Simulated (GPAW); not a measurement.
GaP: band structure with BEEF-vdW

**Measured values to compare with.**

From “Stacking defects in GaP nanowires: Electronic structure and optical properties”, 2018, arxiv:1810.01194, for a bulk crystal of GaP at 10 K: band gap 2.34 eV (indirect).

Crystal: GaP.

```
Ga P
1.0
     0.00000    2.72525    2.72525
     2.72525    0.00000    2.72525
     2.72525    2.72525    0.00000
Ga P
1 1
Direct
  0.00000 0.00000 0.00000
  0.25000 0.25000 0.25000
```

* Program: GPAW 26.7.0
* Task: band structure
* Functional: BEEF-vdW
* Potentials or basis: GPAW PAW data sets (gpaw-data 1.2.1)
* Cutoff: 600 eV
* Basis: pw
* k mesh: 8 × 8 × 8
* Occupations: fermi-dirac, width 0.05 eV
* Spin: spin-orbit coupling, no magnetisation
* Maxiter: 150
* Band path: GXWKGLUWLK,UX
* Band points: 60
* spin axis theta (degrees): 54.7
* spin axis phi (degrees): 45
* Soc after scf: second variation

* Band gap on the k mesh: 1.80 eV, indirect (least direct gap 1.96 eV)
* Band gap along the path: 1.75 eV, indirect (least direct gap 1.96 eV)

Levels at the corners of the path, in eV from the valence-band top:
```
point  band 5  band 6  band 7  band 8  band 9  band 10  band 11  band 12
    Γ    0.00    0.00    0.00    0.00    1.96     1.96     3.91     3.91
    X   -2.64   -2.64   -2.61   -2.61    1.82     1.82     1.96     1.96
    W   -3.53   -3.51   -3.35   -3.30    4.81     4.82     4.92     4.95
    K   -3.86   -3.84   -2.21   -2.21    2.34     2.34     4.91     4.91
    Γ    0.00    0.00    0.00    0.00    1.96     1.96     3.91     3.91
    L   -1.15   -1.15   -1.07   -1.07    1.81     1.81     4.81     4.81
    U   -3.86   -3.84   -2.21   -2.21    2.34     2.34     4.91     4.91
    W   -3.53   -3.51   -3.35   -3.30    4.81     4.82     4.92     4.95
    L   -1.15   -1.15   -1.07   -1.07    1.81     1.81     4.81     4.81
    K   -3.86   -3.84   -2.21   -2.21    2.34     2.34     4.91     4.91
    U   -3.86   -3.84   -2.21   -2.21    2.34     2.34     4.91     4.91
    X   -2.64   -2.64   -2.61   -2.61    1.82     1.82     1.96     1.96
```

It took 20 s on 1 thread of AMD EPYC 7B13 (Zen 3) (shared host), peak memory 0.25 GiB.

A measured gap of GaP is 2.34 eV (indirect; 10 K; quoted in “Stacking defects in GaP nanowires: Electronic structure and optical properties”, 2018, arxiv:1810.01194); the calculated 1.75 eV misses it by -0.59 eV. The value is that of BEEF-vdW, without temperature or zero-point motion.

Caveat: spin-orbit coupling was added after a scalar SCF, so levels and gaps hold it while energy, forces, pressure and moments don't; this program's spin-orbit splittings come out too wide for heavy elements.
